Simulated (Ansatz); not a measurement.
GaN:

```
Ga N
1.0
     0.00000    2.25350    2.25350
     2.25350    0.00000    2.25350
     2.25350    2.25350    0.00000
Ga N
1 1
Cartesian
  0.0000 0.0000 0.0000
  1.1268 1.1268 1.1268
```

The cell is a database's computed one.

Program: Ansatz 0.2.0. Alike in all runs: level PBE; no spin polarisation; cell as given; smearing fermi-dirac 0.05 eV. Hardware: 2 threads of Arm Neoverse V1, on a shared host.

Problem. Order these runs on this cell by their wall time, lowest first.
A. task band structure; potentials or basis JTH PAW; k mesh 10 × 10 × 10; cutoff (eV) 3600; points for each segment of the path 14
B. task single point; potentials or basis Ansatz PAW; k mesh 10 × 10 × 10; cutoff (eV) 350
C. task single point; potentials or basis Ansatz PAW; k mesh 18 × 18 × 18; cutoff (eV) 420

Solution. B (0.9 s), C (3.9 s), A (34 s).

Caveats: the cutoff lies under the one recommended for these potentials (some runs).
